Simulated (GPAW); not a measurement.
FeO (Wuestite): band structure with revPBE

**What was measured.**

“W\"ustite: Electric, thermodynamic and optical properties of FeO”, 2012, arxiv:1203.1201 quotes, for a bulk crystal of FeO: band gap 2.4 eV (optical).

Crystal: FeO (Wuestite).

```
Fe O
1.0
     0.00000    2.15540    2.15540
     2.15540    0.00000    2.15540
     2.15540    2.15540    0.00000
Fe O
1 1
Direct
  0.00000 0.00000 0.00000
  0.50000 0.50000 0.50000
```

```
Program             : GPAW 26.7.0
Task                : band structure
Functional          : revPBE
Potentials or basis : the program's PAW data sets (release 1.2.1) made for this functional
Cutoff              : 800 eV
Basis               : pw
k mesh              : 11 × 11 × 11
Occupations         : fermi-dirac, width 0.05 eV
Spin                : collinear spin, ferromagnetic start
Starting moments    : [3.0, 0.0] μB
Maxiter             : 150
Band path           : GXWKGLUWLK,UX
Band points         : 100
```

* Pressure: 5.2 GPa
* Band gap along the path: none (metal or under the smearing width)
* Net moment: 4.00 μB per cell
* Site moments: Fe +3.55; O +0.23 μB

Levels at the corners of the path, in eV from the Fermi level:
Spin up:
```csv
point,band 6,band 7,band 8,band 9,band 10
Γ,-3.94,-3.94,-3.74,-3.74,-0.07
X,-3.35,-2.86,-2.84,-2.84,5.15
W,-3.09,-2.98,-2.84,-1.79,7.33
K,-2.98,-2.70,-2.54,-1.78,6.65
Γ,-3.94,-3.94,-3.74,-3.74,-0.07
L,-3.12,-2.56,-0.41,-0.41,3.93
U,-2.98,-2.70,-2.54,-1.78,6.65
W,-3.09,-2.98,-2.84,-1.79,7.33
L,-3.12,-2.56,-0.41,-0.41,3.93
K,-2.98,-2.70,-2.54,-1.78,6.65
U,-2.98,-2.70,-2.54,-1.78,6.65
X,-3.35,-2.86,-2.84,-2.84,5.15
```
Spin down:
| point | band 2 | band 3 | band 4 | band 5 | band 6 | band 7 | band 8 | band 9 |
| --- | --- | --- | --- | --- | --- | --- | --- | --- |
| Γ | -3.42 | -3.42 | -3.42 | -0.74 | -0.74 | -0.74 | 0.25 | 0.25 |
| X | -7.09 | -4.61 | -4.61 | -2.15 | 0.77 | 0.77 | 0.80 | 1.20 |
| W | -6.28 | -6.28 | -5.66 | -0.05 | -0.05 | 0.77 | 1.12 | 1.87 |
| K | -6.70 | -6.27 | -4.99 | -0.82 | 0.58 | 0.68 | 1.35 | 1.81 |
| Γ | -3.42 | -3.42 | -3.42 | -0.74 | -0.74 | -0.74 | 0.25 | 0.25 |
| L | -8.15 | -5.26 | -5.26 | 0.42 | 0.42 | 0.60 | 2.83 | 2.83 |
| U | -6.70 | -6.27 | -4.99 | -0.82 | 0.58 | 0.68 | 1.35 | 1.81 |
| W | -6.28 | -6.28 | -5.66 | -0.05 | -0.05 | 0.77 | 1.12 | 1.87 |
| L | -8.15 | -5.26 | -5.26 | 0.42 | 0.42 | 0.60 | 2.83 | 2.83 |
| K | -6.70 | -6.27 | -4.99 | -0.82 | 0.58 | 0.68 | 1.35 | 1.81 |
| U | -6.70 | -6.27 | -4.99 | -0.82 | 0.58 | 0.68 | 1.35 | 1.81 |
| X | -7.09 | -4.61 | -4.61 | -2.15 | 0.77 | 0.77 | 0.80 | 1.20 |

Wall time 47 s on 1 thread of Intel(R) Xeon(R) Platinum 8488C (Sapphire Rapids) (shared host), peak memory 0.31 GiB.

Measured gap of FeO: 2.4 eV (optical; quoted in “W\"ustite: Electric, thermodynamic and optical properties of FeO”, 2012, arxiv:1203.1201). This calculation gives 0.00 eV (-2.40 eV). So large a miss can be the level of theory's own, or it may mean another phase, state or a wrong row. The value is that of revPBE, without temperature or zero-point motion. Semilocal functionals fall short of measured gaps as a rule. The run's magnetic order (collinear spin, ferromagnetic start) needn't be the measured crystal's.

Caveat: a cell with one magnetic atom can't hold antiferromagnetic order, which such compounds often take; semilocal functionals often make such compounds metallic where correlation or magnetic order opens a gap, which also shifts bond lengths.
